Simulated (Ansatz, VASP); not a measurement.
# Two plane-wave programs on Al2O3

```xyz
5
Lattice="3.9037 0.0000 0.0000 -1.9518 3.3807 0.0000 0.0000 0.0000 4.0472" Properties=species:S:1:pos:R:3 pbc="T T T"
Al    0.0000    2.2538    2.0236
Al    1.9518    1.1269    2.0236
O     1.9518    0.0000    0.0000
O    -0.9759    1.6903    0.0000
O     0.9759    1.6903    0.0000
```

Alike in both runs: task relaxation of cell and atoms; functional PBE; k mesh 6 × 6 × 4; occupations gaussian, width 0.1 eV; no spin polarisation.

```csv
,VASP,Ansatz
version,VASP 6.6.1,Ansatz 0.2.0
potentials or method,"VASP PAW PBE potentials, release 64 (Al, O)","scalar-relativistic, plane waves, PAW"
plane-wave cutoff (eV),600,420
valence electrons in the cell,24,24
```

Ansatz gave:

| Item | Value |
| --- | --- |
| gap on the k mesh at the Fermi level, each at its own relaxed structure (eV) | 3.57 |
| relaxed volume (Å³/atom) | 11.19 |
| relaxed cell length with the largest relative difference (Å) | 5.056 |
| energy change over the relaxation (meV/atom) | -3299 |

**Question.** Estimate VASP's values.

**Answer.** gap on the k mesh at the Fermi level, each at its own relaxed structure (eV): 3.56; relaxed volume (Å³/atom): 10.92; relaxed cell length with the largest relative difference (Å): 4.996; energy change over the relaxation (meV/atom): -3246.

A k mesh can miss the band edges.
